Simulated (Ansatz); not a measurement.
Planning a run of Ansatz 0.2.0 on TiBr3 (honeycomb trihalide sheet). The input:

```yaml
crystal:
  lattice:
    - [-2.61656988, -2.61656988, 5.23313976]
    - [5.23313976, -2.61656988, -2.61656988]
    - [17.1098907, 17.1098907, 17.1098907]
  atoms:
    - { symbol: Ti, position: [0.3333333333, 0.6666666667, 0.3191744952] }
    - { symbol: Ti, position: [0.6666666667, 0.3333333333, 0.3191744952] }
    - { symbol: Br, position: [0.3483015123, 0.0, 0.370324631] }
    - { symbol: Br, position: [0.0, 0.3483015123, 0.370324631] }
    - { symbol: Br, position: [0.6516984877, 0.6516984877, 0.370324631] }
    - { symbol: Br, position: [0.6516984877, 0.0, 0.2680243594] }
    - { symbol: Br, position: [0.0, 0.6516984877, 0.2680243594] }
    - { symbol: Br, position: [0.3483015123, 0.3483015123, 0.2680243594] }
  periodic: [true, true, false]
kpoints:
  mp_grid: { grid: [6, 6, 1] }
  band_path:
    path:
      - [0.0, 0.0, 0.0]
      - [0.5, 0.0, 0.0]
      - [0.33333333, 0.33333333, 0.0]
      - [0.0, 0.0, 0.0]
    npoints: 10
hamiltonian:
  xc: pbe
scf:
  occupations: { method: gaussian, width: 0.08 }
  n_extra_bands: 24
  max_iter: 150
  lower_state_search: "off"
output:
  eigenvalues: true
  forces: true
  stress: true
  fatbands: true
  write_density: true
  write_potential: true
  elf: true
  volumetric_format: npy
```

```sh
ansatz run input.yaml --threads 4 --pin off --max-ram 14745MiB --backend cpu --events-out ev --progress --plain --runs-dir out
```

Q: How long will it take on 4 threads of Arm Neoverse V2, shared host, and how much memory?

It took 41 s; on shared hardware allow 21 s to 83 s. Peak host memory was 2.0 GiB. The sizes that set the cost: 20667 plane waves a state, 7 irreducible k points and 8 SCF cycles.

[Paths, hosts, dates, memory and timing lines, banners, echoed tables and standing remarks are left out of the program output.]

[Logs are printed without paths, hosts, clocks, repeated set-up lines and the standing remarks that a program may print on its own settings, such as how far it seeks lower states.]

[Runs of the session that timed out or met a known fault of the program may be left out.]

[Hosts, paths, dates, database ids (printed as entryN), source tags and the programs' standing remarks are cut or masked in the printed files.]
